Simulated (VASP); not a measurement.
A run of VASP 6.6.1:

File INCAR:

```
SYSTEM = Sb
ALGO = Normal
EDIFF = 1E-6
EDIFFG = -0.005
ENCUT = 600
GGA = PE
IBRION = 2
ISIF = 3
ISMEAR = 0
IVDW = 12
KPAR = 4
LASPH = .True.
LATTICE_CONSTRAINTS = .TRUE. .TRUE. .FALSE.
LCHARG = .False.
LREAL = .False.
LWAVE = .False.
NELM = 120
NSW = 40
PREC = Accurate
SIGMA = 0.03
```

File KPOINTS:

```
k-points
0
Gamma
  12 12 1
  0 0 0
```

POSCAR

```
Sb
1.0
    4.0800000000      0.0000000000      0.0000000000
   -2.0400000000      3.5333836500      0.0000000000
    0.0000000000      0.0000000000     17.6500000000
Sb
2
Direct
    0.3333330000      0.6666670000      0.4532577900
    0.6666670000      0.3333330000      0.5467422100
```

Potentials or basis: VASP PAW PBE potentials, release 64 (Sb).

The run is started by

```bash
$ cat potpaw_PBE.64/Sb/POTCAR > POTCAR
$ mpirun -np 4 vasp_std > vasp.out
```

Hardware: 4 MPI ranks on Intel(R) Xeon(R) Platinum 8375C CPU @ 2.90GHz (Ice Lake) (shared host).

Problem. How long does it take, and how much memory?

Solution. It took 2.8 min on 4 MPI ranks on Intel(R) Xeon(R) Platinum 8375C CPU @ 2.90GHz (Ice Lake), with other jobs on the host, peak memory 0.49 GiB a rank. Counts: scf iterations 38, k points 19, ion steps 6.
